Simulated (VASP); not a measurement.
# AlP (F-43m) in VASP: a series of runs

The runs below take AlP through single point, with PBEsol.

Program: VASP 6.6.1. These are calculated values, not measurements. Logs are shortened: lines on timing, memory, paths and dates and some standing lists are left out, and cuts for length are marked.

**What was measured.**

A printed reference work, data compilation reports, for a bulk crystal of AlP at 4.2 K: band gap 2.505 eV (indirect).

How close the calculation comes is told below.

## 1. The cell of the first run

The structure is cubic, space group F-43m (No. 216). The conventional cell has a = 5.451 Å, b = 5.451 Å, c = 5.451 Å, α = 90.00°, β = 90.00°, γ = 90.00°. Within 3.1 Å of Al (site symmetry -43m) lie 4 P at 2.36 Å. P (site symmetry -43m) has 4 Al at 2.36 Å within 3.1 Å.

## 2. Single point, PBEsol

The input, INCAR:

```
SYSTEM = AlP
  ALGO = Normal
  EDIFF = 1E-6
  ENCUT = 500
  GGA = PS
  GGA_COMPAT = .False.
  ISIF = 2
  ISMEAR = 1
  LASPH = .True.
  LCHARG = .True.
  LELF = .True.
  LREAL = .False.
  LVHAR = .True.
  LWAVE = .False.
  NBANDS = 11
  NELM = 120
  PREC = Accurate
  SIGMA = 0.2
```

The input, KPOINTS:

```
k-points
0
Gamma
  3 3 3
  0 0 0
```

The input, POSCAR:

```
AlP
1.0
    0.0000000000      2.7255000000      2.7255000000
    2.7255000000      0.0000000000      2.7255000000
    2.7255000000      2.7255000000      0.0000000000
Al P
1 1
Direct
    0.0000000000      0.0000000000      0.0000000000
    0.2500000000      0.2500000000      0.2500000000
```

Potentials or basis: VASP PAW PBE potentials, release 64 (Al, P).

Run with:

```sh
$ cat potpaw_PBE.64/Al/POTCAR potpaw_PBE.64/P/POTCAR > POTCAR
$ mpirun -np 1 vasp_std > vasp.out
```

OUTCAR:

```text
SYSTEM = AlP
   EDIFF = 1E-6
   ENCUT = 500
   GGA = PS
   ISIF = 2
   ISMEAR = 1
   LASPH = .True.
   LREAL = .False.
   NELM = 120
   PREC = Accurate

 ion  position               nearest neighbor table
   1  0.000  0.000  0.000-   2 2.36   2 2.36   2 2.36   2 2.36
   2  0.250  0.250  0.250-   1 2.36   1 2.36   1 2.36   1 2.36

  LATTYP: Found a face centered cubic cell.
 ALAT       =     5.4510000000

  Lattice vectors:

 A1 = (   0.0000000000,   2.7255000000,   2.7255000000)
 A2 = (   2.7255000000,   0.0000000000,   2.7255000000)
 A3 = (   2.7255000000,   2.7255000000,   0.0000000000)

Analysis of symmetry for initial positions (statically):
=====================================================================
 Subroutine PRICEL returns:
 Original cell was already a primitive cell.

 Routine SETGRP: Setting up the symmetry group for a
 face centered cubic supercell.

 Subroutine GETGRP returns: Found 24 space group operations
 (whereof 24 operations were pure point group operations)
 out of a pool of 48 trial point group operations.

The static configuration has the point symmetry T_d .

Analysis of symmetry for dynamics (positions and initial velocities):
=====================================================================
 Subroutine PRICEL returns:
 Original cell was already a primitive cell.

 Routine SETGRP: Setting up the symmetry group for a
 face centered cubic supercell.

 Subroutine GETGRP returns: Found 24 space group operations
 (whereof 24 operations were pure point group operations)
 out of a pool of 48 trial point group operations.

The dynamic configuration has the point symmetry T_d .

 Subroutine INISYM returns: Found 24 space group operations
 (whereof 24 operations are pure point group operations),
 and found     1 'primitive' translations

----------------------------------------------------------------------------------------

                                     Primitive cell

  volume of cell :      40.4919

  direct lattice vectors                    reciprocal lattice vectors
     0.000000000  2.725500000  2.725500000    -0.183452578  0.183452578  0.183452578
     2.725500000  0.000000000  2.725500000     0.183452578 -0.183452578  0.183452578
     2.725500000  2.725500000  0.000000000     0.183452578  0.183452578 -0.183452578

  length of vectors
     3.854439064  3.854439064  3.854439064     0.317749185  0.317749185  0.317749185

  position of ions in fractional coordinates (direct lattice)
     0.000000000  0.000000000  0.000000000
     0.250000000  0.250000000  0.250000000

  ion indices of the primitive-cell ions
   primitive index   ion index
                 1           1
                 2           2

----------------------------------------------------------------------------------------

 KPOINTS: k-points

Automatic generation of k-mesh.
 Grid dimensions read from file:
 generate k-points for:    3    3    3

 Generating k-lattice:

  Cartesian coordinates                     Fractional coordinates (reciprocal lattice)
    -0.061150859  0.061150859  0.061150859     0.333333333  0.000000000  0.000000000
     0.061150859 -0.061150859  0.061150859     0.000000000  0.333333333  0.000000000
     0.061150859  0.061150859 -0.061150859     0.000000000  0.000000000  0.333333333

  Length of vectors
     0.105916395  0.105916395  0.105916395

  Shift w.r.t. Gamma in fractional coordinates (k-lattice)
     0.000000000  0.000000000  0.000000000

 Subroutine IBZKPT returns following result:
 ===========================================

 Found      4 irreducible k-points:

 Following reciprocal coordinates:
            Coordinates               Weight
  0.000000  0.000000  0.000000      1.000000
  0.333333  0.000000  0.000000      8.000000
  0.333333  0.333333  0.000000      6.000000
 -0.333333  0.333333  0.000000     12.000000
   k-points           NKPTS =      4   k-points in BZ     NKDIM =      4   number of bands    NBANDS=     11
   number of dos      NEDOS =    301   number of ions     NIONS =      2
   total plane-waves  NPLWV =  21952
   dimension x,y,z NGX =    28 NGY =   28 NGZ =   28
   dimension x,y,z NGXF=    56 NGYF=   56 NGZF=   56
   ions per type =               1   1
   NGX,Y,Z   is equivalent  to a cutoff of  12.08, 12.08, 12.08 a.u.
   NGXF,Y,Z  is equivalent  to a cutoff of  24.15, 24.15, 24.15 a.u.
 SYSTEM =  AlP
   PREC   = accura    normal or accurate (medium, high low for compatibility)
   ISTART =      0    job   : 0-new  1-cont  2-samecut
   ICHARG =      2    charge: 1-file 2-atom 10-const
   ISPIN  =      1    spin polarized calculation?
   LNONCOLLINEAR =      F non collinear calculations
   LSORBIT =      F    spin-orbit coupling
   LASPH  =      T    aspherical Exc in radial PAW
   ENCUT  =  500.0 eV  36.75 Ry    6.06 a.u.   7.03  7.03  7.03*2*pi/ulx,y,z
   NELM   =    120;   NELMIN=  2; NELMDL= -5     # of ELM steps
   EDIFF  = 0.1E-05   stopping-criterion for ELM
   LREAL  =      F    real-space projection
[... 7 lines left out ...]
   TEBEG  =    0.0;   TEEND  =   0.0 temperature during run
   PSTRESS=    0.0 pullay stress
   NELECT =       8.0000    total number of electrons
   NUPDOWN=      -1.0000    fix difference up-down
   EMIN   =  10.00;   EMAX   =-10.00  energy-range for DOS
   EFERMI =   0.00;   METHOD = LEGACY
   ISMEAR =     1;   SIGMA  =   0.20  broadening in eV -4-tet -1-fermi 0-gaus
   EFERMI_NEDOS =   21; number of points for ismear=-14 and -15
   IALGO  =     38    algorithm
   IMIX   =      4    mixing-type and parameters
     AMIX     =   0.40;   BMIX     =  1.00
     AMIX_MAG =   1.60;   BMIX_MAG =  1.00
  volume/ion in A,a.u.               =      20.25       136.63
  Fermi-wavevector in a.u.,A,eV,Ry     =   0.953488  1.801831 12.369596  0.909140
  Thomas-Fermi vector in A             =   2.082148
   LORBIT       =      0    0 simple, 1 ext, 2 COOP (PROOUT), +10 PAW based schemes
   GGA     = PS    functional components
   LHFCALC =     F    Hartree Fock is set to
   AEXX    =    0.0000 exact exchange contribution
   IVDW    =     0    specifies the selected vdW correction
   LEPSILON=     F    determine dielectric tensor
   LRPA    =     F    only Hartree local field effects (RPA)
 non-spin polarized calculation
 Methfessel and Paxton  Order N= 1 SIGMA  =   0.20
  energy-cutoff  :      500.00
  volume of cell :       40.49
 maximum number of plane-waves:      1031
   NGX = 13   NGY = 13   NGZ = 13

 number of electron       8.0000000 magnetization

 Free energy of the ion-electron system (eV)
  ---------------------------------------------------
  ext. energy  EPLUGINS =         0.00000000
  ---------------------------------------------------
  free energy    TOTEN  =       -10.59592504 eV

  energy without entropy =      -10.59721356  energy(sigma->0) =      -10.59635454

 E-fermi :   4.8659     XC(G=0):  -9.3412

 val. band max:        4.6975491244   @ k =   0.0000   0.0000   0.0000
 cond. band min:       6.7107472119   @ k =   0.3333   0.3333   0.0000
 fundamental gap:      2.0131980875
 Fermi energy:         4.8659247556

 k-point     1 :       0.0000    0.0000    0.0000
  band No.  band energies     occupation
      1      -6.8777      2.00000
      2       4.6975      2.00000
      3       4.6975      2.00000
      4       4.6975      2.00000
      5       7.9151     -0.00000
      6       9.1365      0.00000
      7       9.1365      0.00000
      8       9.1365      0.00000
      9      13.4372      0.00000
     10      13.4372      0.00000
     11      14.7530      0.00000

 k-point     2 :       0.3333    0.0000    0.0000
  band No.  band energies     occupation
      1      -5.7568      2.00000
      2       0.2628      2.00000
      3       4.0671      2.00000
      4       4.0671      2.00000
      5       7.6305     -0.00000
      6       9.6070      0.00000
      7       9.6070      0.00000
      8      12.4832      0.00000
      9      13.7141      0.00000
     10      13.7141      0.00000
     11      14.8254      0.00000

 k-point     3 :       0.3333    0.3333    0.0000
  band No.  band energies     occupation
      1      -5.3565      2.00000
      2       0.6180      2.00000
      3       2.9151      2.00000
      4       2.9151      2.00000
      5       6.7107     -0.00000
      6       7.7073     -0.00000
      7      13.0825      0.00000
      8      13.0825      0.00000
      9      14.2796      0.00000
     10      15.5354      0.00000
     11      19.0527      0.00000

 k-point     4 :      -0.3333    0.3333    0.0000
  band No.  band energies     occupation
      1      -4.6287      2.00000
      2      -0.2922      2.00000
      3       1.0461      2.00000
      4       3.1848      2.00000
      5       7.3350     -0.00000
      6      10.9896      0.00000
      7      12.1731      0.00000
      8      12.4502      0.00000
      9      13.4928      0.00000
     10      13.5443      0.00000
     11      19.7940      0.00000

------------------------ aborting loop because EDIFF is reached ----------------------------------------

  FORCE on cell =-STRESS in cart. coord.  units (eV):
  Direction    XX          YY          ZZ          XY          YZ          ZX
  --------------------------------------------------------------------------------------
  -------------------------------------------------------------------------------------
  Total        0.6228335      0.6228335      0.6228335     -0.0000000      0.0000000      0.0000000
  in kB       24.6441601     24.6441601     24.6441601     -0.0000000      0.0000000      0.0000000
  external PRESSURE =      24.6441601 kB  Pullay stress =       0.0000000 kB

 VOLUME and BASIS-vectors are now :
 -----------------------------------------------------------------------------
  energy-cutoff  :      500.00
  volume of cell :       40.49
      direct lattice vectors                 reciprocal lattice vectors
     0.000000000  2.725500000  2.725500000    -0.183452578  0.183452578  0.183452578
     2.725500000  0.000000000  2.725500000     0.183452578 -0.183452578  0.183452578
     2.725500000  2.725500000  0.000000000     0.183452578  0.183452578 -0.183452578

 POSITION                                       TOTAL-FORCE (eV/Angst)
 -----------------------------------------------------------------------------------
      0.00000      0.00000      0.00000        -0.000000      0.000000     -0.000000
      1.36275      1.36275      1.36275         0.000000      0.000000      0.000000
 -----------------------------------------------------------------------------------
    total drift:                                0.000000      0.000000      0.000000

  FREE ENERGIE OF THE ION-ELECTRON SYSTEM (eV)
  ---------------------------------------------------
  free  energy   TOTEN  =       -10.5959250370 eV

  energy  without entropy=      -10.5972135572  energy(sigma->0) =      -10.59635454
```

It took 2.5 s on 1 thread of AMD EPYC 9R45 (Zen 5), shared host; peak memory 0.11 GiB.

What came out:

| Property | Result |
| --- | --- |
| Free energy | -10.5959 eV |
| Pressure | 2.5 GPa |
| Band gap on the k mesh | 2.01 eV, indirect (least direct gap 3.22 eV) |

Caveat: the k points lie up to 0.67 Å⁻¹ apart; the PAW data sets were made with another functional, which shifts forces and pressure a little.

## 3. Single point, PBEsol

The input, INCAR:

```
PREC = Accurate ; ENCUT = 500
EDIFF = 1E-6 ; ISMEAR = 1
SIGMA = 0.2 ; LREAL = F
LASPH = T ; NELM = 120
ALGO = Normal ; ISIF = 2
LWAVE = F ; LCHARG = F
GGA = PS ; NBANDS = 11
GGA_COMPAT = F
```

The input, KPOINTS:

```
Automatic mesh
0
Gamma
  4 4 4
```

POSCAR is that of step 2.

Potentials or basis: VASP PAW PBE potentials, release 64 (Al, P).

Run with:

```sh
$ cat potpaw_PBE.64/Al/POTCAR potpaw_PBE.64/P/POTCAR > POTCAR
$ mpirun -np 1 vasp_std > vasp.out
```

Run time: 2.8 s. Hardware: 1 thread of AMD EPYC 9R45 (Zen 5), shared host; peak memory 0.11 GiB.

The run converged. Its results:

```
Free energy            : -10.8910 eV
Pressure               : 1.4 GPa
Band gap on the k mesh : 1.40 eV, indirect (least direct gap 3.23 eV)
```

Levels at points of the mesh, in eV from the valence-band top:
| k point | band 1 | band 2 | band 3 | band 4 | band 5 | band 6 | band 7 | band 8 | band 9 |
| --- | --- | --- | --- | --- | --- | --- | --- | --- | --- |
| (0.00, 0.00, 0.00) | -11.56 | 0.00 | 0.00 | 0.00 | 3.23 | 4.49 | 4.49 | 4.49 | 8.78 |
| (0.50, 0.00, 0.00) | -9.84 | -5.62 | -0.77 | -0.77 | 2.73 | 4.72 | 4.72 | 8.07 | 11.51 |
| (0.50, 0.50, 0.00) | -9.17 | -5.38 | -2.14 | -2.14 | 1.40 | 2.34 | 11.02 | 11.02 | 12.01 |

Caveat: the k points lie up to 0.50 Å⁻¹ apart; the PAW data sets were made with another functional, which shifts forces and pressure a little. As with any semilocal functional, this PBEsol gap is likely too small.

## 4. Single point, PBEsol

The input, INCAR:

```
SYSTEM = AlP
PREC     = Accurate       ! precision mode
ENCUT    = 500            ! plane-wave cutoff, eV
EDIFF    = 1E-6           ! SCF threshold, eV
ISMEAR   = 1              ! smearing method
SIGMA    = 0.2            ! smearing width, eV
LREAL    = .False.        ! projectors in reciprocal space
LASPH    = .True.         ! aspherical terms in the spheres
NELM     = 120            ! most SCF steps
ALGO     = Normal         ! electronic algorithm
ISIF     = 2              ! what is computed and relaxed
LWAVE    = .False.        ! write WAVECAR
LCHARG   = .True.         ! write CHGCAR
GGA      = PS             ! functional
LELF     = .True.         ! ELF
LVHAR    = .True.       
NBANDS   = 11             ! bands
GGA_COMPAT= .False.
```

The input, KPOINTS:

```
Automatic mesh
0
Gamma
  4 4 4
  0 0 0
```

POSCAR is that of step 3.

Run with:

```sh
$ cat potpaw_PBE.64/Al/POTCAR potpaw_PBE.64/P/POTCAR > POTCAR
$ mpirun -np 1 vasp_std > vasp.out
```

It took 3.4 s on 1 thread of AMD EPYC 9R45 (Zen 5), shared host; peak memory 0.11 GiB.

The run converged. Its results:

```yaml
Free_energy: -10.8910 eV
Pressure: 1.4 GPa
Band_gap_on_the_k_mesh: 1.40 eV, indirect (least direct gap 3.23 eV)
```

Levels at points of the mesh, in eV from the valence-band top:
| k point | band 1 | band 2 | band 3 | band 4 | band 5 | band 6 | band 7 | band 8 | band 9 |
| --- | --- | --- | --- | --- | --- | --- | --- | --- | --- |
| (0.00, 0.00, 0.00) | -11.56 | 0.00 | 0.00 | 0.00 | 3.23 | 4.49 | 4.49 | 4.49 | 8.78 |
| (0.50, 0.00, 0.00) | -9.84 | -5.62 | -0.77 | -0.77 | 2.73 | 4.72 | 4.72 | 8.07 | 11.51 |
| (0.50, 0.50, 0.00) | -9.17 | -5.38 | -2.14 | -2.14 | 1.40 | 2.34 | 11.02 | 11.02 | 12.01 |

Caveat: the k points lie up to 0.50 Å⁻¹ apart; the PAW data sets were made with another functional, which shifts forces and pressure a little.

## 5. Single point, PBEsol

The input, INCAR:

```
PREC = Accurate
ENCUT = 500
EDIFF = 1E-6
ISMEAR = 1
SIGMA = 0.2
LREAL = F
LASPH = T
NELM = 120
ALGO = Normal
ISIF = 2
LWAVE = F
LCHARG = T
GGA = PS
LELF = T
LVHAR = T
NBANDS = 11
GGA_COMPAT = F
```

The input, KPOINTS:

```
regular mesh
0
Gamma
  5 5 5
```

POSCAR is that of step 4.

Run with:

```sh
$ cat potpaw_PBE.64/Al/POTCAR potpaw_PBE.64/P/POTCAR > POTCAR
$ mpirun -np 1 vasp_std > vasp.out
```

It took 3.5 s on 1 thread of AMD EPYC 9R45 (Zen 5), shared host; peak memory 0.11 GiB.

Results (log left out):

```
Free energy            : -10.9645 eV
Pressure               : 1.1 GPa
Band gap on the k mesh : 1.68 eV, indirect (least direct gap 3.24 eV)
```

Levels at points of the mesh, in eV from the valence-band top:
| k point | band 1 | band 2 | band 3 | band 4 | band 5 | band 6 | band 7 | band 8 | band 9 |
| --- | --- | --- | --- | --- | --- | --- | --- | --- | --- |
| (0.00, 0.00, 0.00) | -11.56 | 0.00 | 0.00 | 0.00 | 3.24 | 4.51 | 4.51 | 4.51 | 8.80 |

Caveat: the PAW data sets were made with another functional, which shifts forces and pressure a little.

## 6. Single point, PBEsol

The input, INCAR:

```
SYSTEM = AlP
ALGO = Normal
EDIFF = 1E-6
ENCUT = 500
GGA = PS
GGA_COMPAT = .FALSE.
ISIF = 2
ISMEAR = 1
LASPH = .TRUE.
LCHARG = .FALSE.
LREAL = .FALSE.
LWAVE = .FALSE.
NBANDS = 11
NELM = 120
PREC = Accurate
SIGMA = 0.2
```

The input, KPOINTS:

```
k-points
0
G
  7 7 7
  0 0 0
```

POSCAR is that of step 5.

Potentials or basis: VASP PAW PBE potentials, release 64 (Al, P).

Run with:

```sh
$ cat potpaw_PBE.64/Al/POTCAR potpaw_PBE.64/P/POTCAR > POTCAR
$ mpirun -np 1 vasp_std > vasp.out
```

Run time: 5.5 s. Hardware: 1 thread of AMD EPYC 9R45 (Zen 5), shared host; peak memory 0.12 GiB.

It converged, with:

| Item | Value |
| --- | --- |
| Free energy | -10.9912 eV |
| Pressure | 1.0 GPa |
| Band gap on the k mesh | 1.56 eV, indirect (least direct gap 3.24 eV) |

Levels at points of the mesh, in eV from the valence-band top:
| k point | band 1 | band 2 | band 3 | band 4 | band 5 | band 6 | band 7 | band 8 | band 9 |
| --- | --- | --- | --- | --- | --- | --- | --- | --- | --- |
| (0.00, 0.00, 0.00) | -11.56 | 0.00 | 0.00 | 0.00 | 3.24 | 4.52 | 4.52 | 4.52 | 8.81 |

Caveat: the PAW data sets were made with another functional, which shifts forces and pressure a little.

## 7. Summary

| k mesh | gap on the mesh (eV) | pressure (GPa) |
| --- | --- | --- |
| 3 × 3 × 3 | 2.01 | 2.5 |
| 4 × 4 × 4 | 1.40 | 1.4 |
| 5 × 5 × 5 | 1.68 | 1.1 |
| 7 × 7 × 7 | 1.56 | 1.0 |

Alike in all rows: task single point; level PBEsol; potentials or basis VASP PAW PBE potentials, release 64 (Al, P); no spin polarisation; cell as given; cutoff (eV) 500; smearing methfessel-paxton 0.2 eV.

Caveats: some runs use coarse meshes; the PAW data sets were made with another functional, which shifts forces and pressure a little.

Total energies depend on the potentials used, so only differences within one code and one set of settings carry meaning.

## 8. Against experiment

Step 5. Against the measured gap of AlP, 2.505 eV (indirect; 4.2 K; a printed reference work, data compilation), the calculated 1.68 eV is off by -0.83 eV. The value is that of PBEsol on a finite k mesh, which can miss the band edges, without temperature or zero-point motion. Semilocal functionals fall short of measured gaps as a rule.

Step 6. Measured gap of AlP: 2.505 eV (indirect; 4.2 K; a printed reference work, data compilation). This calculation gives 1.56 eV (-0.94 eV). The value is that of PBEsol on a finite k mesh, which can miss the band edges, without temperature or zero-point motion. Semilocal functionals fall short of measured gaps as a rule.
